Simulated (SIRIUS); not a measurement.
SrO under changes of volume

One of the cells (16.901 Å³/atom); the others are scaled copies at fixed shape and fractional positions:

```
Sr O
1.0
     0.00000    2.56630    2.56630
     2.56630    0.00000    2.56630
     2.56630    2.56630    0.00000
Sr O
1 1
Direct
  0.50000 0.50000 0.50000
  0.00000 0.00000 0.00000
```

| Quantity | Value |
| --- | --- |
| Program | SIRIUS 7.12.0 |
| Functional | RPBE |
| Potentials or basis | all-electron FP-LAPW |
| Cutoff | 276 eV |
| Basis | apw+lo standard |
| k mesh | 9 × 9 × 9 |
| Occupations | fermi-dirac, width 0.05 eV |
| Spin | no spin polarisation |

```tsv
volume (Å³/atom)	energy over the lowest point (meV/atom)	gap on the mesh (eV)
15.887	84.51	3.46
16.225	58.50	3.48
16.563	38.16	3.49
16.901	?	?
17.239	11.04	3.51
17.577	3.62	3.51
17.915	0.00	3.51
```

Task: What does the run at 16.901 Å³/atom give?

Result: Energy over the lowest point 22.36 meV/atom; gap on the mesh 3.50 eV.

Worked out: A Birch-Murnaghan fit of order 3 (a polynomial in V^(-2/3)) to the other rows has its minimum at 18.13 Å³/atom, just outside them, with B0 = V·E''(V) = 79 GPa and B' = 4.0. It gives 22.35 meV/atom at 16.901 Å³/atom, against the run's 22.36. A parabola through the other rows of the gap, of slope 0.398 eV per unit of ln V there, gives 3.50 eV, against the run's 3.50.

Energies are extrapolated to zero smearing.

Caveats: an odd mesh through Γ misses points on the zone boundary, where band edges often lie. Spin-orbit coupling on Sr is left out.
